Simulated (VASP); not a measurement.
# Bi (R-3m) in VASP: further runs

Runs on Bi. Level: PBE+D3(BJ). Tasks: relaxation of cell and atoms.

Program: VASP 6.6.1. These are calculated values, not measurements. Logs are shortened: lines on timing, memory, paths and dates and some standing lists are left out, and cuts for length are marked.

### Step 1. Starting point

Symmetry: R-3m, No. 166, trigonal system. Conventional cell: a = 4.535 Å, b = 4.535 Å, c = 11.814 Å, α = 90.00°, β = 90.00°, γ = 120.00°. Around Bi (site symmetry 3m) lie 6 Bi at 3.06 to 3.52 Å.

### Step 2. Relaxation of cell and atoms, PBE+D3(BJ)

Input file INCAR:

```
PREC = Accurate ; ENCUT = 600
EDIFF = 1E-6 ; ISMEAR = 1
SIGMA = 0.1 ; LREAL = False
LASPH = True ; NELM = 80
ALGO = Normal ; ISIF = 3
LWAVE = False ; LCHARG = False
GGA = PE ; IVDW = 12
IBRION = 2 ; NSW = 90
EDIFFG = -0.01 ; KPAR = 2
```

Input file KPOINTS:

```
regular mesh
0
Gamma
  10 10 10
```

Input file POSCAR:

```
Bi
1.0
    2.2675000000      1.3091417354      3.9380000000
   -2.2675000000      1.3091417354      3.9380000000
    0.0000000000     -2.6182834708      3.9380000000
Bi
2
Direct
    0.2340000000      0.2340000000      0.2340000000
    0.7660000000      0.7660000000      0.7660000000
```

Potentials or basis: VASP PAW PBE potentials, release 64 (Bi_d).

On the command line:

```sh
$ cat potpaw_PBE.64/Bi_d/POTCAR > POTCAR
$ mpirun -np 2 vasp_std > vasp.out
```

OUTCAR:

```text
PREC = Accurate
   ENCUT = 600
   EDIFF = 1E-6
   ISMEAR = 1
   LREAL = False
   LASPH = True
   NELM = 80
   ISIF = 3
   GGA = PE
   IVDW = 12
   IBRION = 2
   NSW = 90
   EDIFFG = -0.01
 IVDW          = 12

 ion  position               nearest neighbor table
   1  0.234  0.234  0.234-   2 3.06   2 3.06   2 3.06   2 3.52   2 3.52   2 3.52
   2  0.766  0.766  0.766-   1 3.06   1 3.06   1 3.06   1 3.52   1 3.52   1 3.52

  LATTYP: Found a trigonal (rhomboedric) cell.
 ALAT       =     4.7289800521
 COS(alpha) =     0.5401781303

  Lattice vectors:

 A1 = (   2.2675000000,   1.3091417354,   3.9380000000)
 A2 = (  -2.2675000000,   1.3091417354,   3.9380000000)
 A3 = (   0.0000000000,  -2.6182834708,   3.9380000000)

Analysis of symmetry for initial positions (statically):
=====================================================================
 Subroutine PRICEL returns:
 Original cell was already a primitive cell.

 Routine SETGRP: Setting up the symmetry group for a
 trigonal (rhombohedral) supercell.

 Subroutine GETGRP returns: Found 12 space group operations
 (whereof 12 operations were pure point group operations)
 out of a pool of 12 trial point group operations.

The static configuration has the point symmetry D_3d.

Analysis of symmetry for dynamics (positions and initial velocities):
=====================================================================
 Subroutine PRICEL returns:
 Original cell was already a primitive cell.

 Routine SETGRP: Setting up the symmetry group for a
 trigonal (rhombohedral) supercell.

 Subroutine GETGRP returns: Found 12 space group operations
 (whereof 12 operations were pure point group operations)
 out of a pool of 12 trial point group operations.

The dynamic configuration has the point symmetry D_3d.

 Subroutine INISYM returns: Found 12 space group operations
 (whereof 12 operations are pure point group operations),
 and found     1 'primitive' translations

----------------------------------------------------------------------------------------

                                     Primitive cell

  volume of cell :      70.1392

  direct lattice vectors                    reciprocal lattice vectors
     2.267500000  1.309141735  3.938000000     0.220507166  0.127309872  0.084645336
    -2.267500000  1.309141735  3.938000000    -0.220507166  0.127309872  0.084645336
     0.000000000 -2.618283471  3.938000000     0.000000000 -0.254619744  0.084645336

  length of vectors
     4.728980052  4.728980052  4.728980052     0.268320791  0.268320791  0.268320791

  position of ions in fractional coordinates (direct lattice)
     0.234000000  0.234000000  0.234000000
     0.766000000  0.766000000  0.766000000

  ion indices of the primitive-cell ions
   primitive index   ion index
                 1           1
                 2           2

----------------------------------------------------------------------------------------

 KPOINTS: regular mesh

Automatic generation of k-mesh.
 Grid dimensions read from file:
 generate k-points for:   10   10   10

 Generating k-lattice:

  Cartesian coordinates                     Fractional coordinates (reciprocal lattice)
     0.022050717  0.012730987  0.008464534     0.100000000 -0.000000000  0.000000000
    -0.022050717  0.012730987  0.008464534    -0.000000000  0.100000000  0.000000000
     0.000000000 -0.025461974  0.008464534     0.000000000  0.000000000  0.100000000

  Length of vectors
     0.026832079  0.026832079  0.026832079

  Shift w.r.t. Gamma in fractional coordinates (k-lattice)
     0.000000000  0.000000000  0.000000000

 Subroutine IBZKPT returns following result:
 ===========================================

 Found    116 irreducible k-points:

 Following reciprocal coordinates:
            Coordinates               Weight
  0.000000  0.000000  0.000000      1.000000
  0.100000  0.000000  0.000000      6.000000
  0.200000  0.000000  0.000000      6.000000
  0.300000  0.000000 -0.000000      6.000000
  0.400000 -0.000000 -0.000000      6.000000
  0.500000  0.000000  0.000000      3.000000
[... 16 lines left out ...]
  0.300000  0.300000  0.000000      6.000000
  0.400000  0.300000 -0.000000     12.000000
 [... further k-points ...]
   k-points           NKPTS =    116   k-points in BZ     NKDIM =    116   number of bands    NBANDS=     19
   number of dos      NEDOS =    301   number of ions     NIONS =      2
   total plane-waves  NPLWV =  64000
   dimension x,y,z NGX =    40 NGY =   40 NGZ =   40
   dimension x,y,z NGXF=    80 NGYF=   80 NGZF=   80
   ions per type =               2
   NGX,Y,Z   is equivalent  to a cutoff of  14.06, 14.06, 14.06 a.u.
   NGXF,Y,Z  is equivalent  to a cutoff of  28.12, 28.12, 28.12 a.u.
 SYSTEM =  unknown system
   PREC   = accura    normal or accurate (medium, high low for compatibility)
   ISTART =      0    job   : 0-new  1-cont  2-samecut
   ICHARG =      2    charge: 1-file 2-atom 10-const
   ISPIN  =      1    spin polarized calculation?
   LNONCOLLINEAR =      F non collinear calculations
   LSORBIT =      F    spin-orbit coupling
   LASPH  =      T    aspherical Exc in radial PAW
   ENCUT  =  600.0 eV  44.10 Ry    6.64 a.u.   9.44  9.44  9.44*2*pi/ulx,y,z
   NELM   =     80;   NELMIN=  2; NELMDL= -5     # of ELM steps
   EDIFF  = 0.1E-05   stopping-criterion for ELM
   LREAL  =      F    real-space projection
   EDIFFG = -.1E-01   stopping-criterion for IOM
   NSW    =     90    number of steps for IOM
   IBRION =      2    ionic relax: 0-MD 1-quasi-New 2-CG
   NFREE  =      1    steps in history (QN), initial steepest desc. (CG)
   ISIF   =      3    stress and relaxation
   ISYM   =      2    0-nonsym 1-usesym 2-fastsym
   POTIM  = 0.5000    time-step for ionic-motion
   TEBEG  =    0.0;   TEEND  =   0.0 temperature during run
   PSTRESS=    0.0 pullay stress
   NELECT =      30.0000    total number of electrons
   NUPDOWN=      -1.0000    fix difference up-down
   EMIN   =  10.00;   EMAX   =-10.00  energy-range for DOS
   EFERMI =   0.00;   METHOD = LEGACY
   ISMEAR =     1;   SIGMA  =   0.10  broadening in eV -4-tet -1-fermi 0-gaus
   EFERMI_NEDOS =   21; number of points for ismear=-14 and -15
   IALGO  =     38    algorithm
   IMIX   =      4    mixing-type and parameters
     AMIX     =   0.40;   BMIX     =  1.00
     AMIX_MAG =   1.60;   BMIX_MAG =  1.00
  volume/ion in A,a.u.               =      35.07       236.66
  Fermi-wavevector in a.u.,A,eV,Ry     =   1.233469  2.330919 20.700530  1.521446
  Thomas-Fermi vector in A             =   2.368198
   LORBIT       =      0    0 simple, 1 ext, 2 COOP (PROOUT), +10 PAW based schemes
   GGA     = PE    functional components
   LHFCALC =     F    Hartree Fock is set to
   AEXX    =    0.0000 exact exchange contribution
   IVDW    =    12    specifies the selected vdW correction
   LEPSILON=     F    determine dielectric tensor
   LRPA    =     F    only Hartree local field effects (RPA)
 conjugate gradient relaxation of ions
 non-spin polarized calculation
 Methfessel and Paxton  Order N= 1 SIGMA  =   0.10
  energy-cutoff  :      600.00
  volume of cell :       70.14
 maximum number of plane-waves:      2364
 NGX is ok and might be reduce to    40
   NGX = 19   NGY = 19   NGZ = 19

--------------------------------------- Ionic step        1  -------------------------------------------

 number of electron      30.0000001 magnetization

 Free energy of the ion-electron system (eV)
  ---------------------------------------------------
  ext. energy  EPLUGINS =         0.00000000
  ---------------------------------------------------
  free energy    TOTEN  =        -7.75468197 eV

  energy without entropy =       -7.75494289  energy(sigma->0) =       -7.75476894

------------------------ aborting loop because EDIFF is reached ----------------------------------------

 Edisp (eV)   -0.91035

 E8    (eV) :    -0.4524

  FORCE on cell =-STRESS in cart. coord.  units (eV):
  Direction    XX          YY          ZZ          XY          YZ          ZX
  --------------------------------------------------------------------------------------
  -------------------------------------------------------------------------------------
  Total       0.01695     0.01695     0.00629     0.00000     0.00000     0.00000
  in kB       0.38715     0.38715     0.14372     0.00000     0.00000     0.00000
  external pressure =        0.31 kB  Pullay stress =        0.00 kB
[... 97 lines left out ...]
  FREE ENERGIE OF THE ION-ELECTRON SYSTEM (eV)
  ---------------------------------------------------
  free  energy   TOTEN  =        -8.6700016053 eV

  energy  without entropy=       -8.6701856008  energy(sigma->0) =       -8.67006294

[... ionic steps 4 to 7 ...]

--------------------------------------- Ionic step        8  -------------------------------------------

 number of electron      30.0000004 magnetization

------------------------ aborting loop because EDIFF is reached ----------------------------------------

 Edisp (eV)   -0.92496

 E8    (eV) :    -0.4596
[... 69 lines left out ...]
  energy  without entropy=       -8.6728166580  energy(sigma->0) =       -8.67270895

--------------------------------------- Ionic step       10  -------------------------------------------

 number of electron      30.0000004 magnetization

 Free energy of the ion-electron system (eV)
  ---------------------------------------------------
  ext. energy  EPLUGINS =         0.00000000
  ---------------------------------------------------
  free energy    TOTEN  =        -7.74819984 eV

  energy without entropy =       -7.74835879  energy(sigma->0) =       -7.74825282

 E-fermi :   6.4801     XC(G=0):  -9.6283

 val. band max:        6.4661536969   @ k =  -0.4000   0.5000   0.4000
 cond. band min:       6.5781641094   @ k =   0.4000   0.1000   0.1000
 fundamental gap:      0.1120104125
 Fermi energy:         6.4800990462

 k-point     1 :       0.0000    0.0000    0.0000
  band No.  band energies     occupation
      1     -16.4092      2.00000
      2     -16.4092      2.00000
      3     -16.2556      2.00000
      4     -16.2556      2.00000
      5     -16.2462      2.00000
      6     -16.0685      2.00000
[... 11 lines left out ...]
     18       9.5855      0.00000
     19      12.0508      0.00000
[... 489 lines left out ...]
      3     -16.2485      2.00000
      4     -16.1845      2.00000
      5     -16.1711      2.00000
      6     -16.1368      2.00000
[... 11 lines left out ...]
     18      10.7752      0.00000
     19      11.2108      0.00000

 [... further k-points ...]

------------------------ aborting loop because EDIFF is reached ----------------------------------------

 Edisp (eV)   -0.92445

 E8    (eV) :    -0.4593

  FORCE on cell =-STRESS in cart. coord.  units (eV):
  Direction    XX          YY          ZZ          XY          YZ          ZX
  --------------------------------------------------------------------------------------
  -------------------------------------------------------------------------------------
  Total       0.01716     0.01716    -0.00792     0.00000    -0.00000     0.00000
  in kB       0.39781     0.39781    -0.18366     0.00000    -0.00000     0.00000
  external pressure =        0.20 kB  Pullay stress =        0.00 kB
[... 17 lines left out ...]
  FREE ENERGIE OF THE ION-ELECTRON SYSTEM (eV)
  ---------------------------------------------------
  free  energy   TOTEN  =        -8.6726454373 eV

  energy  without entropy=       -8.6728043846  energy(sigma->0) =       -8.67269842

 reached required accuracy - stopping structural energy minimisation
```

Wall time 6.3 min (2 MPI ranks of Intel Xeon 6975P-C (Granite Rapids), shared host); peak memory 0.36 GiB.

What came out:

| Item | Value |
| --- | --- |
| Free energy | -8.6726 eV |
| Relaxed volume | 34.55 Å³/atom |
| Relaxed cell | a = 4.683 Å, b = 4.683 Å, c = 4.683 Å, α = 57.89°, β = 57.89°, γ = 57.89° |
| Space group after relaxing (to 0.05 Å) | R-3m (No. 166) |
| Energy gained by relaxing | 3.8 meV/atom |
| Ionic steps | 10 |
| Pressure after relaxing | 0.0 GPa |
| Largest force after relaxing | 0.006 eV/Å |
| Band gap on the k mesh | none (metal or under the smearing width) |
| Dispersion energy per atom | -0.462 eV |

Forces in eV/Å, atoms in the order of the input:
```
Bi   0.000  0.000 -0.006
Bi   0.000  0.000  0.006
```

Step by step:
```tsv
step	energy change (eV)	largest force (eV/Å)	pressure (GPa)	volume (Å³)
1	0.0000	0.2175	0.03	70.14
2	-0.0035	0.1198	-0.22	70.21
3	-0.0050	0.0168	-0.50	70.28
4	-0.0070	0.0147	-0.01	69.37
5	-0.0070	0.0132	0.05	69.23
6	-0.0070	0.0127	0.07	69.19
7	-0.0073	0.0066	0.04	69.16
8	-0.0076	0.0158	-0.02	69.06
9	-0.0076	0.0103	0.01	69.08
10	-0.0076	0.0060	0.02	69.09
```

Final structure:
```xyz
2
Lattice="2.2663 1.3084 3.8835 -2.2663 1.3084 3.8835 0.0000 -2.6169 3.8835" Properties=species:S:1:pos:R:3 pbc="T T T"
Bi    0.0000    0.0000    2.7628
Bi    0.0000    0.0000    8.8877
```

Levels at points of the mesh, in eV from the Fermi level:
```
           k point  band 11  band 12  band 13  band 14  band 15  band 16  band 17  band 18  band 19
(0.00, 0.00, 0.00)   -13.10    -7.35    -1.45    -1.18    -1.18     2.81     3.11     3.11     5.57
(0.50, 0.00, 0.00)   -11.09   -10.57    -1.07    -0.94    -0.20    -0.19     0.43     0.84     7.79
(0.50, 0.50, 0.00)   -11.22    -9.36    -4.78    -3.05    -2.92     2.53     5.08     5.43     7.00
(0.50, 0.50, 0.50)   -11.67   -10.09    -0.75    -0.46    -0.46     0.57     0.57     0.62     7.35
```

Caveat: spin-orbit coupling is left out, which moves the levels of the heavy elements; pairwise dispersion overbinds metals, which lowers pressure and volume.

(Continued in part 2 of 3.)
